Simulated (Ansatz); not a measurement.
A relaxation computed with Ansatz, from input to last step.

```yaml
crystal:
  lattice:
    - [3.2141398124, 0.0, 0.0]
    - [0.0, 3.2141398124, 0.0]
    - [0.0, 0.0, 4.2128189685]
  atoms:
    - { symbol: Nb, position: [0.5, 0.5, 0.5] }
    - { symbol: Sn, position: [0.0, 0.0, 0.0] }
basis:
  ecutwfc: 420
kpoints:
  mp_grid: { grid: [6, 6, 4] }
hamiltonian:
  xc: pbe
scf:
  occupations: { method: gaussian, width: 0.1 }
  lower_state_search: "off"
output:
  forces: true
  stress: true
  eigenvalues: true
relax:
  adjacent_minimum: "off"
  f_tol: 0.04
  max_steps: 70
  cell: { stress_tol: 0.4 }
```

```bash
ansatz run input.yaml --threads 1 --pin off --max-ram 2560MiB --backend cpu --events-out ev --progress --plain --runs-dir out
```

Method: DFT PBE, scalar-relativistic, plane waves, PAW (Ansatz 0.2.0).

Of 6 frames 6 are shown, positions in Å and forces in eV/Å; the SCF threshold varies from step to step. Steps run on the plane waves of an earlier cell, with a Pulay correction in the pressure. The basis is chosen afresh for the last frame, the zero of the energies, and at times for earlier ones too; energy and pressure step there, also at an unchanged geometry.

```xyz
2
Lattice="3.2141 0.0000 0.0000 0.0000 3.2141 0.0000 0.0000 0.0000 4.2128" Properties=species:S:1:pos:R:3:forces:R:3 pbc="T T T" step=1 free_energy_over_end_meV_per_atom=75.58 pressure_GPa=-8.08
Nb    1.6071    1.6071    2.1064    0.0000    0.0000    0.0000
Sn    0.0000    0.0000    0.0000    0.0000    0.0000    0.0000
2
Lattice="3.1271 0.0000 0.0000 0.0000 3.1271 0.0000 0.0000 0.0000 4.0042" Properties=species:S:1:pos:R:3:forces:R:3 pbc="T T T" step=2 free_energy_over_end_meV_per_atom=24.04 pressure_GPa=3.16
Nb    1.5636    1.5636    2.0021    0.0000    0.0000    0.0000
Sn    0.0000    0.0000    0.0000    0.0000    0.0000    0.0000
2
Lattice="3.1922 0.0000 0.0000 0.0000 3.1922 0.0000 0.0000 0.0000 3.9096" Properties=species:S:1:pos:R:3:forces:R:3 pbc="T T T" step=3 free_energy_over_end_meV_per_atom=5.89 pressure_GPa=0.54
Nb    1.5961    1.5961    1.9548    0.0000    0.0000    0.0000
Sn    0.0000    0.0000    0.0000    0.0000    0.0000    0.0000
2
Lattice="3.2295 0.0000 0.0000 0.0000 3.2295 0.0000 0.0000 0.0000 3.8183" Properties=species:S:1:pos:R:3:forces:R:3 pbc="T T T" step=4 free_energy_over_end_meV_per_atom=0.93 pressure_GPa=0.42
Nb    1.6147    1.6147    1.9092    0.0000    0.0000    0.0000
Sn    0.0000    0.0000    0.0000    0.0000    0.0000    0.0000
2
Lattice="3.2592 0.0000 0.0000 0.0000 3.2592 0.0000 0.0000 0.0000 3.7566" Properties=species:S:1:pos:R:3:forces:R:3 pbc="T T T" step=5 free_energy_over_end_meV_per_atom=-0.31 pressure_GPa=0.08
Nb    1.6296    1.6296    1.8783    0.0000    0.0000    0.0000
Sn    0.0000    0.0000    0.0000    0.0000    0.0000    0.0000
2
Lattice="3.2592 0.0000 0.0000 0.0000 3.2592 0.0000 0.0000 0.0000 3.7566" Properties=species:S:1:pos:R:3:forces:R:3 pbc="T T T" step=6 free_energy_over_end_meV_per_atom=0.00 pressure_GPa=0.07
Nb    1.6296    1.6296    1.8783    0.0000    0.0000    0.0000
Sn    0.0000    0.0000    0.0000    0.0000    0.0000    0.0000
```

The start puts this composition into another compound's structure type, which needn't suit it. At the end the space group is P4/mmm (tolerance 0.05 Å).

Time: 8.5 s on 1 thread of Intel(R) Xeon(R) Platinum 8375C CPU @ 2.90GHz (Ice Lake), with other jobs on the host, peak memory 0.39 GiB.

The k mesh is coarse.